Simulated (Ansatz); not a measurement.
# TaC: the cost of one run

Computed with Ansatz 0.2.0 (DFT r2SCAN, scalar-relativistic, plane waves, PAW, unless a step's input says otherwise).

## 1. The system as given

It takes space group Fm-3m (No. 225, cubic). Conventional cell: a = 4.454 Å, b = 4.454 Å, c = 4.454 Å, α = 90.00°, β = 90.00°, γ = 90.00°. Around Ta (site symmetry m-3m) lie 6 C at 2.23 Å. Around C (site symmetry m-3m) lie 6 Ta at 2.23 Å.

As a file:

```
CELL_PARAMETERS angstrom
0.00000 2.22700 2.22700
2.22700 0.00000 2.22700
2.22700 2.22700 0.00000
ATOMIC_POSITIONS crystal
Ta 0.00000 0.00000 0.00000
C 0.50000 0.50000 0.50000
```

The structure comes from the Crystallography Open Database.

(A quick probe on a coarse mesh, which set the mesh and smearing, is not shown.)

## 3. Relaxing cell and atoms

The input, input.yaml:

```yaml
crystal:
  lattice:
    - [0.0, 2.227, 2.227]
    - [2.227, 0.0, 2.227]
    - [2.227, 2.227, 0.0]
  atoms:
    - { symbol: Ta, position: [0.0, 0.0, 0.0] }
    - { symbol: C, position: [0.5, 0.5, 0.5] }
basis:
  ecutwfc: 500
kpoints:
  mp_grid: { grid: [16, 16, 16] }
hamiltonian:
  xc: r2scan
scf:
  occupations: { method: gaussian, width: 0.1 }
output:
  forces: true
  stress: true
  eigenvalues: true
relax:
  adjacent_minimum: "off"
  f_tol: 0.005
  max_steps: 80
  cell: { stress_tol: 0.05 }
```

What time and memory should one allow on 1 thread of an Arm CPU, shared host?

About 35 s, with a peak of 0.4 GiB.
